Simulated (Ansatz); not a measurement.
# Sb: energy above lowest point and pressure against volume per atom

Results calculated with Ansatz 0.2.0 development build, not measured. Equation of state of a cubic crystal from periodic Kohn-Sham density functional theory without spin; pressure corrected for the finite basis.

Cell of the first row (space group Fd-3m, No. 227):
```
cell vectors (Å)
   0.0000     3.4260     3.4260
   3.4260     0.0000     3.4260
   3.4260     3.4260     0.0000
atoms (fractions of the cell vectors)
Sb  0.00000  0.00000  0.00000
Sb  0.25000  0.25000  0.25000
```

Settings of every row: formula Sb; structure type diamond; functional PBE; spin treatment none; k mesh 14x14x14; occupation method fermi-dirac; occupation width 0.061225619 eV; wave cutoff 420 eV; datasets soft-1 PAW; density cutoff ratio 4.

Limits: a cubic model structure, not a phase known at ambient conditions.

| row | volume per atom (Å³) | energy above lowest point (meV/atom) | pressure (GPa) |
| --- | --- | --- | --- |
| 1 | 40.211 | 15.34 | 2.099 |
| 2 | 41.067 | 6.3 | 1.3 |
| 3 | 41.922 | 1.32 | 0.578 |
| 4 | 42.778 | 0 | -0.075 |
| 5 | 43.633 | 2 | -0.664 |
| 6 | 44.489 | 6.99 | -1.196 |
| 7 | 45.344 | ? | ? |

Question: what energy above lowest point and pressure should row 7 give?

Worked fit of energy above lowest point. Take u = (V_r/V)^(2/3) − 1 with V_r = 42.35 Å³ an atom, which is twice the finite (Eulerian) strain; such expansions in the strain, on which the Birch-Murnaghan equation of state is built, carry the rest volume and the bulk modulus. The shown rows have u = 0.03516, 0.02072, 0.00679, -0.00668, -0.0197, -0.03232. Least squares give energy above lowest point = 0.227 + 96.81 × u + 9471.8 × u² meV/atom; a straight line predicts inner rows, each left out in turn, worse (root mean square 4.1 against 0.004 meV/atom). All shown rows lie on it to the printed digit. Its lowest point lies at u = -0.0051, or V = 42.68 Å³ an atom, and the curvature there gives the bulk modulus at fixed shape and fractions, B = (4/9)(1 + u)² E″(u)/V = 31.3 GPa. The withheld row has u = -0.04452, so the fit gives 0.227 + 96.81 × (-0.04452) + 9471.8 × (-0.04452)² = 14.69 meV/atom.

The calculation gave 14.68 meV/atom. The fit lies 0.01 meV/atom (0.065 % of the column's range) above it, one unit of the last digit. This row lies beyond the range of the fit.

Worked fit of pressure. Take u = (V_r/V)^(2/3) − 1 with V_r = 42.35 Å³ an atom, which is twice the finite (Eulerian) strain; such expansions in the strain, on which the Birch-Murnaghan equation of state is built, carry the rest volume and the bulk modulus. The shown rows have u = 0.03516, 0.02072, 0.00679, -0.00668, -0.0197, -0.03232. Least squares give pressure = 0.2433 + 48.458 × u + 122.13 × u² + 22 × u³ GPa; a parabola predicts inner rows, each left out in turn, worse (root mean square 0.00027 against 9.6e-05 GPa). All shown rows lie on it to the printed digit. The pressure vanishes at u = -0.0051, or V = 42.68 Å³ an atom, and there the bulk modulus at fixed shape and fractions is B = −V dP/dV = (2/3)(1 + u) dP/du = 31.3 GPa. The withheld row has u = -0.04452, so the fit gives 0.2433 + 48.458 × (-0.04452) + 122.13 × (-0.04452)² + 22 × (-0.04452)³ = -1.674 GPa.

The calculation gave -1.675 GPa. The fit lies 0.001 GPa (0.026 % of the column's range) above it, one unit of the last digit. This row lies beyond the range of the fit.
